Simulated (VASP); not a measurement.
# SnO in VASP: notebook, part 2 of 2

VASP 6.6.1. Earlier steps stand in the parts before.

**4. Single point, PBE**

This run uses another cell than the first one, of 74.13 Å³/atom, 1.169 times its volume.

Input file INCAR:

```
PREC = Accurate
ENCUT = 460
EDIFF = 1E-7
ISMEAR = 0
SIGMA = 0.05
LREAL = False
LASPH = True
NELM = 120
ALGO = Normal
ISIF = 2
LWAVE = False
LCHARG = False
LDIPOL = True
IDIPOL = 3
DIPOL = 0.5 0.5 0.500
GGA = PE
NBANDS = 32
LVHAR = True
LVACPOTAV = True
```

Input file KPOINTS:

```
Automatic mesh
0
Gamma
  8 8 1
```

Input file POSCAR:

```
SnO
1.0
    3.7986313300      0.0000000000      0.0000000000
   -0.5079724300      3.7645137800      0.0000000000
    0.0000000000      0.0000000000     20.7355200000
Sn O
2 2
Direct
    0.0000000000      0.0000000000      0.4348422417
    0.4410000000      0.5590000000      0.5667665918
    0.0700000000      0.5700000000      0.4991955832
    0.4300000000      0.9300000000      0.4991955832
```

Potentials or basis: VASP PAW PBE potentials, release 64 (Sn_d, O).

On the command line:

```console
$ cat potpaw_PBE.64/Sn_d/POTCAR potpaw_PBE.64/O/POTCAR > POTCAR
$ mpirun -np 1 vasp_std > vasp.out
```

OUTCAR:

```text
PREC = Accurate
   ENCUT = 460
   EDIFF = 1E-7
   ISMEAR = 0
   LREAL = False
   LASPH = True
   NELM = 120
   ISIF = 2
   GGA = PE

 Found     21 irreducible k-points:

 Following reciprocal coordinates:
            Coordinates               Weight
  0.000000  0.000000  0.000000      1.000000
  0.125000  0.000000  0.000000      4.000000
  0.250000  0.000000  0.000000      4.000000
  0.375000  0.000000  0.000000      4.000000
  0.500000  0.000000  0.000000      2.000000
  0.125000  0.125000  0.000000      2.000000
   k-points           NKPTS =     21   k-points in BZ     NKDIM =     21   number of bands    NBANDS=     32
   number of dos      NEDOS =    301   number of ions     NIONS =      4
   total plane-waves  NPLWV = 117600
   dimension x,y,z NGX =    28 NGY =   28 NGZ =  150
   dimension x,y,z NGXF=    56 NGYF=   56 NGZF=  300
   ions per type =               2   2
   NGX,Y,Z   is equivalent  to a cutoff of  12.25, 12.25, 12.03 a.u.
   NGXF,Y,Z  is equivalent  to a cutoff of  24.51, 24.51, 24.05 a.u.
 SYSTEM =  unknown system
   PREC   = accura    normal or accurate (medium, high low for compatibility)
   ISTART =      0    job   : 0-new  1-cont  2-samecut
   ICHARG =      2    charge: 1-file 2-atom 10-const
   ISPIN  =      1    spin polarized calculation?
   LNONCOLLINEAR =      F non collinear calculations
   LSORBIT =      F    spin-orbit coupling
   LASPH  =      T    aspherical Exc in radial PAW
   ENCUT  =  460.0 eV  33.81 Ry    5.81 a.u.   6.64  6.64 36.26*2*pi/ulx,y,z
   NELM   =    120;   NELMIN=  2; NELMDL= -5     # of ELM steps
   EDIFF  = 0.1E-06   stopping-criterion for ELM
   LREAL  =      F    real-space projection
   EDIFFG = 0.1E-05   stopping-criterion for IOM
   NSW    =      0    number of steps for IOM
   IBRION =     -1    ionic relax: 0-MD 1-quasi-New 2-CG
   NFREE  =      0    steps in history (QN), initial steepest desc. (CG)
   ISIF   =      2    stress and relaxation
   ISYM   =      2    0-nonsym 1-usesym 2-fastsym
   POTIM  = 0.5000    time-step for ionic-motion
   TEBEG  =    0.0;   TEEND  =   0.0 temperature during run
   PSTRESS=    0.0 pullay stress
   NELECT =      40.0000    total number of electrons
   NUPDOWN=      -1.0000    fix difference up-down
   EMIN   =  10.00;   EMAX   =-10.00  energy-range for DOS
   EFERMI =   0.00;   METHOD = LEGACY
   ISMEAR =     0;   SIGMA  =   0.05  broadening in eV -4-tet -1-fermi 0-gaus
   EFERMI_NEDOS =   21; number of points for ismear=-14 and -15
   IALGO  =     38    algorithm
   IMIX   =      4    mixing-type and parameters
     AMIX     =   0.40;   BMIX     =  1.00
     AMIX_MAG =   1.60;   BMIX_MAG =  1.00
  volume/ion in A,a.u.               =      74.13       500.25
  Fermi-wavevector in a.u.,A,eV,Ry     =   0.839610  1.586634  9.591369  0.704946
  Thomas-Fermi vector in A             =   1.953857
   LORBIT       =      0    0 simple, 1 ext, 2 COOP (PROOUT), +10 PAW based schemes
   GGA     = PE    functional components
   LHFCALC =     F    Hartree Fock is set to
   AEXX    =    0.0000 exact exchange contribution
   IVDW    =     0    specifies the selected vdW correction
   LEPSILON=     F    determine dielectric tensor
   LRPA    =     F    only Hartree local field effects (RPA)
 non-spin polarized calculation
 Gauss-broadening in eV      SIGMA  =   0.05
  energy-cutoff  :      460.00
  volume of cell :      296.52
 maximum number of plane-waves:      6664
   NGX = 13   NGY = 13   NGZ = 73

 dipolmoment           0.000000      0.000000     -0.000768 electrons x Angstroem

 number of electron      40.0000001 magnetization

 dipolmoment           0.000000      0.000000      0.001932 electrons x Angstroem

 Free energy of the ion-electron system (eV)
  ---------------------------------------------------
  ext. energy  EPLUGINS =         0.00000000
  ---------------------------------------------------
  free energy    TOTEN  =       -18.74885728 eV

  energy without entropy =      -18.74772180  energy(sigma->0) =      -18.74828954

 E-fermi :  -0.3773     XC(G=0):  -3.2061

 val. band max:       -0.4056130248   @ k =  -0.2500   0.2500   0.0000
 cond. band min:      -0.3722086015   @ k =   0.5000   0.5000   0.0000
 fundamental gap:      0.0334044233
 Fermi energy:        -0.3773462201

 k-point     1 :       0.0000    0.0000    0.0000
  band No.  band energies     occupation
      1     -23.3208      2.00000
      2     -22.9721      2.00000
      3     -22.7890      2.00000
      4     -22.7591      2.00000
      5     -22.7366      2.00000
      6     -22.7281      2.00000
[... 199 lines left out ...]
     31       5.9078      0.00000
     32       6.9611      0.00000

 [... further k-points ...]

------------------------ aborting loop because EDIFF is reached ----------------------------------------

  FORCE on cell =-STRESS in cart. coord.  units (eV):
  Direction    XX          YY          ZZ          XY          YZ          ZX
  --------------------------------------------------------------------------------------
  -------------------------------------------------------------------------------------
  Total        6.4972271      8.7157133     -1.0897030      8.2204480     -2.7918269      3.1938391
  in kB       35.1065103     47.0936715     -5.8879994     44.4176011    -15.0850966     17.2572919
  external PRESSURE =      25.4373941 kB  Pullay stress =       0.0000000 kB

 VOLUME and BASIS-vectors are now :
 -----------------------------------------------------------------------------
  energy-cutoff  :      460.00
  volume of cell :      296.52
      direct lattice vectors                 reciprocal lattice vectors
     3.798631330  0.000000000  0.000000000     0.263252712  0.035522548  0.000000000
    -0.507972430  3.764513780  0.000000000     0.000000000  0.265638555  0.000000000
     0.000000000  0.000000000 20.735520000     0.000000000  0.000000000  0.048226425

 POSITION                                       TOTAL-FORCE (eV/Angst)
 -----------------------------------------------------------------------------------
      0.00000      0.00000      9.01668        -0.719103      0.628587      1.414448
      1.39124      2.10436     11.75220         1.587829     -1.387962      0.744327
     -0.02364      2.14577     10.35108        -6.576858     -6.647326     -1.079387
      1.16100      3.50100     10.35108         5.708132      7.406702     -1.079387
 -----------------------------------------------------------------------------------
    total drift:                                0.000491     -0.000429      0.000801

  FREE ENERGIE OF THE ION-ELECTRON SYSTEM (eV)
  ---------------------------------------------------
  free  energy   TOTEN  =       -18.7488572819 eV

  energy  without entropy=      -18.7477218006  energy(sigma->0) =      -18.74828954

 vacuum level on the upper side and lower side of the slab         2.600         2.576
```

stdout:

```text
POSCAR found type information on POSCAR SnO
 POSCAR found :  2 types and       4 ions
 scaLAPACK will be used
 LDA part: xc-table for (Slater+PW92), standard interpolation
 POSCAR, INCAR and KPOINTS ok, starting setup
 FFT: planning ... GRIDC
 FFT: planning ... GRID_SOFT
 FFT: planning ... GRID
 WAVECAR not read
 entering main loop
 -----------------------------------------------------------------------------
|                                                                             |
|           W    W    AA    RRRRR   N    N  II  N    N   GGGG   !!!           |
|           W    W   A  A   R    R  NN   N  II  NN   N  G    G  !!!           |
|           W    W  A    A  R    R  N N  N  II  N N  N  G       !!!           |
|           W WW W  AAAAAA  RRRRR   N  N N  II  N  N N  G  GGG   !            |
|           WW  WW  A    A  R   R   N   NN  II  N   NN  G    G                |
|           W    W  A    A  R    R  N    N  II  N    N   GGGG   !!!           |
|                                                                             |
|     Did not find any points to average over, which means that no vacuum     |
|     field-free region was found. Please increase the size of  your cell     |
|     in the dimension of the dipole correction to obtain accurate            |
|     workfunction values.                                                    |
|                                                                             |
 -----------------------------------------------------------------------------
```

Wall time 2 min (1 thread of Intel Xeon 6975P-C (Granite Rapids), shared host); peak memory 0.4 GiB.

The run converged, but some of its settings lie outside the range that counts as converged, so its numbers aren't taken as properties of the slab.

Results:

```yaml
Free_energy: -18.7489 eV
Largest_force: 9.413 eV/Å
Band_gap_on_the_k_mesh: 0.03 eV, indirect (least direct gap 0.26 eV)
Ionisation_potential_of_the_upper_face: 3.01 eV
```

Caveat: the cutoff is under 1.25 times the usual one of these potentials, so pressure, stress and relaxed cells hold a basis-set (Pulay) error; spin-orbit coupling is left out, which moves the levels of the heavy elements.
